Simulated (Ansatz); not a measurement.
Br under strain

Computed with Ansatz, DFT PBE, scalar-relativistic, plane waves, PAW. (420 eV cutoff, 16×12×6 k-mesh, Gaussian smearing of 0.10 eV, no spin polarisation)

Starting point, cell and atoms relaxed:

```
CELL_PARAMETERS angstrom
2.61717 0.00000 0.00000
0.00000 3.40224 0.00000
0.00000 0.00000 8.87666
ATOMIC_POSITIONS crystal
Br 0.00000 0.00000 0.00000
Br 0.50000 0.50000 0.50000
```

Deformation: shear that moves c along a by the strain times its height over the a-b plane, the cell held and the atoms relaxed, all within the symmetry that the strain leaves. Energies are extrapolated to zero smearing. On this cell's mesh the reference holds a stress of up to 0.82 GPa.

| strain (%) | ΔE (meV/atom) | a (Å) | b (Å) | c (Å) |
| --- | --- | --- | --- | --- |
| -3.0 | 0.0 | 2.617 | 3.402 | 8.881 |
| -2.0 | 0.0 | 2.617 | 3.402 | 8.878 |
| -1.0 | 0.0 | 2.617 | 3.402 | 8.877 |
| +0.0 | 0.0 | 2.617 | 3.402 | 8.877 |
| +1.0 | 0.0 | 2.617 | 3.402 | 8.877 |
| +2.0 | 0.0 | 2.617 | 3.402 | 8.878 |
| +3.0 | 0.0 | 2.617 | 3.402 | 8.881 |

Q: What stiffness (1/V) d²E/dε² at zero strain does a cubic fit over all points give?

A: A cubic fit gives (1/V) d²E/dε² = 0 GPa at zero strain (the shear constant for this plane and direction).

This form isn't the element's structure at ambient conditions.